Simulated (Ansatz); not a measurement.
Structures of Li5NbO5: which is lowest?

Plane-wave DFT in Ansatz with scalar-relativistic PAW potentials, cutoff 500 eV, Γ-centred meshes chosen by cell and gap, Gaussian smearing with energies taken to zero width. Every cell was relaxed (cell and atoms) in a run of its own, within the symmetry of its start. Functional: r2SCAN.

Relaxed structures (starts from databases or built by putting these elements on another compound's sites):
A. C2/c, 22 atoms in the computed cell, a = 5.659 Å, b = 9.208 Å, c = 8.949 Å, β = 104.2°; sites (symmetry × multiplicity) Li 1 × 8 + 1 × 8 + 2 × 4, Nb 2 × 4, O 1 × 8 + 1 × 8 + 2 × 4; start: database
B. C2/m, 11 atoms in the computed cell, a = 9.672 Å, b = 4.010 Å, c = 5.788 Å, β = 108.8°; sites (symmetry × multiplicity) Li 2/m × 2 + m × 4 + m × 4, Nb 2/m × 2, O 2/m × 2 + m × 4 + m × 4; start: database

Problem. Rank them by energy. Could pressure change the order?

Solution.
```tsv
structure	group	E − E(lowest) (meV/atom)	V (Å³/atom)	gap on mesh (eV)
B	C2/m	0.0	9.66	3.64
A	C2/c	21.9	10.27	4.47
```

B is lowest, 22 meV/atom under A. The lowest is also the densest of these, so pressure wouldn't bring one of the others in at first order. Other structures may lie lower than all of these, and vibrations aren't counted.